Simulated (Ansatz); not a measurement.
Reactions of hydrogen fluoride (`F`).

Program: Ansatz. Geometries: PBE0-D4/def2-TZVP. ΔE: electronic, gas phase. CCSD(T)/CBS is the MP2 limit (def2-TZVPP, def2-QZVPP) plus CCSD(T) − MP2 in def2-TZVPP, frozen cores. Small cases extrapolate CCSD(T) itself. DFT in def2-TZVPP. Open shells (•) are unrestricted, without spin–orbit coupling. Spin–orbit coupling would lower the free atoms: a little for Cl, F.

| reaction | CCSD(T)/CBS(def2) (kJ/mol) |
| --- | --- |
| H–F + `[SiH3]`• → F• + SiH₄ | 189 |
| H–F + `F[C](F)F`• → F• + `FC(F)F` | 117 |
| H–F + H• → F• + H₂ | 136 |
| H–F + Cl• → F• + HCl | 144 |
| H–F → F• + H• | ? |

Problem. Fill in the missing values. (Best estimate.)

Solution. Computed: H–F → F• + H•: +594.0 kJ/mol.

Largest T1 diagnostic: 0.015, for `[SiH3]`•.

Extrapolated directly: H–F + `[SiH3]`• → F• + SiH₄; H–F + H• → F• + H₂; H–F + Cl• → F• + HCl; H–F → F• + H•.
